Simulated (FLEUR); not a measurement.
**Nb: single point with PBEsol**

The system is Nb.

```
CELL_PARAMETERS angstrom
0.00000 1.96339 1.96339
1.96339 0.00000 1.96339
1.96339 1.96339 0.00000
ATOMIC_POSITIONS crystal
Nb 0.00000 0.00000 0.00000
```

This isn't the form of Nb at room conditions, which is bcc.

```
Program                  : FLEUR MaX-R8.1 (later development tree)
Task                     : single point
Functional               : PBEsol
Potentials or basis      : all-electron
Basis                    : FLAPW
Kmax                     : 4.1 1/bohr
k mesh                   : 11 × 11 × 11
Occupations              : fermi-dirac, width 0.05 eV
Spin                     : no spin polarisation
Gmax                     : 12.7 1/bohr
Muffin-tin radii         : Nb 2.43 bohr
lmax                     : Nb 10
lnonsphr                 : Nb 10
Local orbitals a species : Nb 5
Max iterations           : 60
Mixing factor            : 0.05
Mixer                    : Anderson
Mixer history            : 15
Density convergence      : 1e-05 me/bohr^3
```

```
Band gap on the k mesh                                : none (metal or under the smearing width)
Valence electrons inside the program's atomic spheres : Nb 11.16 (radii Nb 2.43 bohr)
```

Levels at points of the mesh, in eV from the Fermi level:
```tsv
k point	band 2	band 3	band 4	band 5	band 6	band 7	band 8	band 9	band 10	band 11
(0.00, 0.00, 0.00)	-29.39	-29.39	-29.39	-6.56	-0.11	-0.11	-0.11	3.37	3.37	11.88
```

Core levels (eV from the Fermi level):
| atom | levels |
| --- | --- |
| 1 Nb | 1s1/2 -18783.3, 2s1/2 -2623.3, 2p1/2 -2407.5, 2p3/2 -2311.8, 3s1/2 -433.8, 3p1/2 -352.6, 3p3/2 -337.1, 3d3/2 -193.5, 3d5/2 -190.7 |

Run time: 11 s on 1 thread of Arm Neoverse V1, on a shared host, peak memory 0.06 GiB.
